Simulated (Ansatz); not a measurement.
# Sb (P6_3/mmc) in Ansatz: a series of runs

Aim: see how the results for Sb move with the level of theory and the settings. Levels: BLYP, r2SCAN. Tasks: band structure.

Everything below comes from runs of Ansatz 0.2.0. Logs are shortened: lines on timing, memory, paths and dates and some standing lists are left out, and cuts for length are marked.

## 1. The crystal as given

It takes space group P6_3/mmc (No. 194, hexagonal). Conventional cell: a = 3.355 Å, b = 3.355 Å, c = 5.470 Å, α = 90.00°, β = 90.00°, γ = 120.00°. Around Sb (site symmetry -6m2) lie 12 Sb at 3.35 Å.

This isn't the form of Sb at room conditions, which is rhombohedral.

## 2. Band structure, BLYP

Contents of input.yaml:

```yaml
crystal:
  lattice:
    - [3.3545324186, 0.0, 0.0]
    - [-1.6772662093, 2.9051102923, 0.0]
    - [0.0, 0.0, 5.47016065]
  atoms:
    - { symbol: Sb, position: [0.6666666667, 0.3333333333, 0.75] }
    - { symbol: Sb, position: [0.3333333333, 0.6666666667, 0.25] }
hamiltonian:
  xc: blyp
  pseudopotentials: { kind: paw }
kpoints:
  mp_grid: { grid: [9, 9, 5] }
  band_path:
    path:
      - [[0.0, 0.0, 0.0], [0.5, 0.0, 0.0], [0.3333333333, 0.3333333333, 0.0], [0.0, 0.0, 0.0], [0.0, 0.0, 0.5], [0.5, 0.0, 0.5], [0.3333333333, 0.3333333333, 0.5], [0.0, 0.0, 0.5]]
      - [[0.5, 0.0, 0.5], [0.5, 0.0, 0.0]]
      - [[0.3333333333, 0.3333333333, 0.0], [0.3333333333, 0.3333333333, 0.5]]
    npoints: 14
scf:
  occupations: { method: fermi_dirac, width: 0.05 }
  n_extra_bands: 6
output:
  forces: true
  stress: true
  eigenvalues: true
  fatbands: false
  write_density: true
  write_potential: true
  elf: true
  volumetric_format: npy
```

Potentials or basis: Ansatz PAW.

Launch:

```console
$ ansatz run input.yaml --threads 2 --pin off --max-ram 5632MiB --backend cpu --events-out ev --progress --plain --runs-dir out
```

Standard output:

```text
Warning: RAYON_NUM_THREADS=2 ignored (pool sized by the plan → 2); use --threads N
scf.n_extra_bands = 6 over 15 filled bands (N_el = 30.0): the run solves 21 bands
Engine: ansatz 0.2.0, aarch64-unknown-linux-gnu
Pseudopotentials: kind: paw
Pseudopotential: Sb, paw, valence charge 15, recommended cutoff 420 eV (normal), Sb.paw.azcp
Functional definition: BLYP
  parameter beta = 0.0042
  parameter a = 0.04918
  parameter b = 0.132
  parameter c = 0.2533
  parameter d = 0.349
  exchange = b88_x(beta = beta)
  correlation = lyp_c(a = a, b = b, c = c, d = d)
Crystal: 2 atoms, lattice volume = 53.308 Å³
Basis set: ecut = 420 eV, 1087 PW (Γ), exchange–correlation on 48×48×80 points (8 copies of the dense FFT grid, shifted against one another)
Bands: 21, of which v1, the nominal top of the filled ones, is band 15 counted from 1 (14 counted from 0)
Symmetry: 24 space group operations
Space group: P63/mmc (ITA 194), of the structure as read, at distance tolerance 3.8e-5 Å
k-points: 36 of 405
Non-local potential: Sb, projectors of the file, l = 0: 2, l = 1: 2, l = 2: 2, l = 3: 2
PAW form: soft (Blöchl's): semilocal exchange-correlation on the pseudo side does not see the compensation charge
PAW frozen core: Sb, regenerated for the run's functional, and the local potential with it (the file was generated under x = pbe(κ = 0.804, μ = 0.2195149727645171), c = pbe(β = 0.06672455060314922))
PAW one-centre angular grid: Sb, 590 points (default); XC on 64 Gauss nodes
Initial density: superposition of atomic densities (neutral atoms: chi_scale 0, normalization atom), corrected by the library's trained network
Initial wavefunctions: pseudopotential atomic-orbital guess
Functional: x = b88, c = lyp
SCF iter   1: F=—  HF=-13001.419963 eV  |F-HF|=—  |Δ(HF+E_count)|=         —  Δρ=7.19e-3  dr2=2.39e-2  ethr=1.77e-3  ⟨swp⟩=7.3  Hψ=3987  notcnv=0  defer=2
preconditioner: auto → Kerker (q_TF=auto, 2.479 Å⁻¹)  [metal: Δε(μ)=0.081 eV  Ē_g=10.426 eV  σ=0.050 eV  W_gap=0.38  n_scr=22 (ndim 8)  ℏωp=16.1 eV  f_vac=0.000  D(μ)=1.40/eV (n_scr^D=8)]
SCF iter   2: F=—  HF=-13001.415024 eV  |F-HF|=—  |Δ(HF+E_count)|=   4.94e-3  Δρ=4.87e-3  dr2=1.09e-2  ethr=7.97e-5  ⟨swp⟩=1.5  Hψ=1096  notcnv=0  defer=6
SCF iter   3: F=—  HF=-13001.413298 eV  |F-HF|=—  |Δ(HF+E_count)|=   1.73e-3  Δρ=1.64e-3  dr2=9.37e-4  ethr=3.63e-5  ⟨swp⟩=2.0  Hψ=1253  notcnv=0  defer=6
SCF iter   4: F=—  HF=-13001.412982 eV  |F-HF|=—  |Δ(HF+E_count)|=   3.15e-4  Δρ=9.83e-4  dr2=3.61e-4  ethr=3.12e-6  ⟨swp⟩=2.0  Hψ=1245  notcnv=0  defer=6
SCF iter   5: F=—  HF=-13001.412994 eV  |F-HF|=—  |Δ(HF+E_count)|=   1.15e-5  Δρ=5.24e-4  dr2=8.19e-5  ethr=1.20e-6  ⟨swp⟩=2.0  Hψ=1254  notcnv=0  defer=6
SCF iter   6: F=—  HF=-13001.412941 eV  |F-HF|=—  |Δ(HF+E_count)|=   5.34e-5  Δρ=1.77e-4  dr2=1.04e-5  ethr=2.73e-7  ⟨swp⟩=2.0  Hψ=1158  notcnv=0  defer=6
SCF iter   7: F=—  HF=-13001.412934 eV  |F-HF|=—  |Δ(HF+E_count)|=   6.78e-6  Δρ=3.24e-5  dr2=3.13e-7  ethr=3.46e-8  ⟨swp⟩=2.0  Hψ=1253  notcnv=0  defer=6
SCF iter   8: F=-13001.412934 eV  HF=-13001.412934 eV  |F-HF|=7.60e-10  |Δ(HF+E_count)|=   1.84e-7  Δρ=2.22e-6  dr2=2.45e-9  ethr=3.33e-10  ⟨swp⟩=11.9  Hψ=5597  notcnv=0
SCF 1 converged in 8 iterations: F = -13001.412934 eV  dr2 = 2.45e-9
NSCF: frozen V_eff on 129 k-points
SCF converged after 8 iterations
Free energy (F): -13001.412934 eV
Harris-Foulkes:  -13001.412934 eV  (|F-HF|=7.60e-10)
Internal energy: -13001.401687 eV  (E = F + TS)
E sigma→0 (E₀):  -13001.407310 eV
Entropy (-TS):   -0.011246 eV (-5.623 meV/atom)
Fermi energy:    12.212573 eV
--- Per-component energies (eV) ---
  E_band       = -270.379838
  E_kinetic    = 416.929483
  E_local      = -2850.036204  (includes V_loc(G=0)·N_el)
  E_nonlocal   = 716.105328
  E_hartree    = 1306.752149
  E_xc         = -274.115874
  E_vxc        = -188.388809  (∫ρ·V_xc dr)
  E_paw        = -9184.319365  (= ΣΔE_a)
  E_vpaw       = -978.495751  (= ΣTr[D̂ρ^β])
  E_aug_tail   = -0.000003  (compensation charges beyond the density's cutoff)
  E_ewald      = -3132.574569
  E_core_change = -0.142634  (= ΣΔE_core)
  E_smearing   = -0.011246  (= −TS)
  E_closure    = 0.000000  (closes the sum)
  Σ components = -13001.412934   (vs F -13001.412934, Δ=0.00e0)
--- Forces (eV/Å), atoms counted from 1 ---
  atom   1  Sb    -0.00000000     0.00000000     0.00000000
  atom   2  Sb     0.00000000    -0.00000000     0.00000000
  max |Σ_I F_I| component: 2.31e-18 eV/Å
--- Stress (GPa, compression-positive) ---
        7.405054       0.000000       0.000000
        0.000000       7.405054       0.000000
        0.000000       0.000000       7.058493
  P = ⅓ Tr σ = 7.2895 GPa (72.895 kbar)
--- Band table (eV; the first three rows and the last of 36) ---
  k-point 0: bands = ["-17.0229", "-17.0130", "-17.0026", "-17.0026", "-16.9983", "-16.9983", "-16.9947", "-16.9947", "-16.9426", "-16.9426", "-0.7305", "2.9976", "6.5370", "15.7485", "15.7485", "17.3789", "17.3789", "17.5824", "20.3993", "21.6702", "22.8187"]
  k-point 1: bands = ["-17.0218", "-17.0138", "-17.0082", "-17.0082", "-17.0007", "-17.0007", "-16.9837", "-16.9837", "-16.9454", "-16.9454", "-0.5320", "2.2173", "7.7178", "15.8847", "15.8933", "15.8933", "17.2245", "17.2245", "20.5485", "21.9913", "22.4640"]
  k-point 2: bands = ["-17.0191", "-17.0161", "-17.0098", "-17.0098", "-17.0061", "-17.0061", "-16.9679", "-16.9679", "-16.9542", "-16.9542", "0.0586", "1.0147", "10.1036", "12.9522", "16.2883", "16.2883", "16.8034", "16.8034", "20.9988", "21.7464", "22.3023"]
  k-point 35: bands = ["-17.0202", "-17.0202", "-17.0052", "-16.9764", "-16.9642", "-16.9639", "-16.9639", "-16.9600", "-16.9423", "-16.9423", "4.2263", "4.2263", "8.1968", "8.1968", "8.7100", "9.6200", "14.8273", "14.8273", "19.3271", "20.6167", "20.6167"]
```

It took 2.5 s on 2 threads of Arm Neoverse V2, shared host; peak memory 0.33 GiB.

Results:

```
Free energy            : -13001.4129 eV
Pressure               : 7.3 GPa
Band gap on the k mesh : none (metal or under the smearing width)
```

Levels at the corners of the path, in eV from the Fermi level:
```
point  band 12  band 13  band 14  band 15  band 16  band 17  band 18  band 19
    Γ    -9.21    -5.68     3.54     3.54     5.17     5.17     5.37     8.19
    M    -8.12    -4.26    -2.99    -2.18     0.05     0.40     3.61     4.88
    K    -8.24    -4.29    -2.10    -2.10    -0.98    -0.67    -0.67     4.06
    Γ    -9.21    -5.68     3.54     3.54     5.17     5.17     5.37     8.19
    A   -11.72    -0.72    -0.72     4.33     4.33     4.33     4.33     9.12
    L    -8.57    -5.19    -5.19     1.63     1.63     1.79     1.79     6.27
    H    -7.96    -4.14    -4.14    -3.08    -3.08     3.00     3.00     7.94
    A   -11.72    -0.72    -0.72     4.33     4.33     4.33     4.33     9.12
    L    -8.57    -5.19    -5.19     1.63     1.63     1.79     1.79     6.27
    M    -8.12    -4.26    -2.99    -2.18     0.05     0.40     3.61     4.88
    K    -8.24    -4.29    -2.10    -2.10    -0.98    -0.67    -0.67     4.06
    H    -7.96    -4.14    -4.14    -3.08    -3.08     3.00     3.00     7.94
```

Caveat: spin-orbit coupling is left out, which moves the levels of the heavy elements; the PAW data sets come from PBE, with cores solved anew for the run's functional, which leaves a small shift of forces and pressure.

## 3. Band structure, r2SCAN

input.yaml, as its differences from that of step 2:

```diff
@@ -9,3 +9,3 @@
 hamiltonian:
-  xc: blyp
+  xc: r2scan
   pseudopotentials: { kind: paw }
@@ -26,6 +26,2 @@
   eigenvalues: true
-  fatbands: false
-  write_density: true
-  write_potential: true
-  elf: true
-  volumetric_format: npy
+  fatbands: true
```

Potentials or basis: Ansatz PAW.

Launch:

```console
$ ansatz run input.yaml --threads 2 --pin off --max-ram 5632MiB --backend cpu --events-out ev --progress --plain --runs-dir out
```

Run time: 6 s. Hardware: 2 threads of Arm Neoverse V2, shared host; peak memory 0.44 GiB.

It converged, with:

```yaml
Free_energy: -12997.4091 eV
Pressure: 0.7 GPa
Band_gap_on_the_k_mesh: none (metal or under the smearing width)
```

Levels at the corners of the path, in eV from the Fermi level:
| point | band 12 | band 13 | band 14 | band 15 | band 16 | band 17 | band 18 | band 19 |
| --- | --- | --- | --- | --- | --- | --- | --- | --- |
| Γ | -9.45 | -6.13 | 3.87 | 3.87 | 5.66 | 5.66 | 5.92 | 8.56 |
| M | -8.31 | -4.43 | -3.20 | -2.40 | -0.03 | 0.44 | 3.96 | 4.91 |
| K | -8.38 | -4.65 | -2.19 | -2.19 | -1.11 | -0.78 | -0.78 | 4.10 |
| Γ | -9.45 | -6.13 | 3.87 | 3.87 | 5.66 | 5.66 | 5.92 | 8.56 |
| A | -12.25 | -0.71 | -0.71 | 4.75 | 4.75 | 4.75 | 4.75 | 9.53 |
| L | -8.74 | -5.61 | -5.61 | 1.77 | 1.77 | 1.99 | 1.99 | 6.46 |
| H | -8.01 | -4.51 | -4.51 | -3.36 | -3.36 | 3.29 | 3.29 | 8.19 |
| A | -12.25 | -0.71 | -0.71 | 4.75 | 4.75 | 4.75 | 4.75 | 9.53 |
| L | -8.74 | -5.61 | -5.61 | 1.77 | 1.77 | 1.99 | 1.99 | 6.46 |
| M | -8.31 | -4.43 | -3.20 | -2.40 | -0.03 | 0.44 | 3.96 | 4.91 |
| K | -8.38 | -4.65 | -2.19 | -2.19 | -1.11 | -0.78 | -0.78 | 4.10 |
| H | -8.01 | -4.51 | -4.51 | -3.36 | -3.36 | 3.29 | 3.29 | 8.19 |

Caveat: spin-orbit coupling is left out, which moves the levels of the heavy elements; the PAW data sets come from PBE, with cores solved anew for the run's functional, which leaves a small shift of forces and pressure.
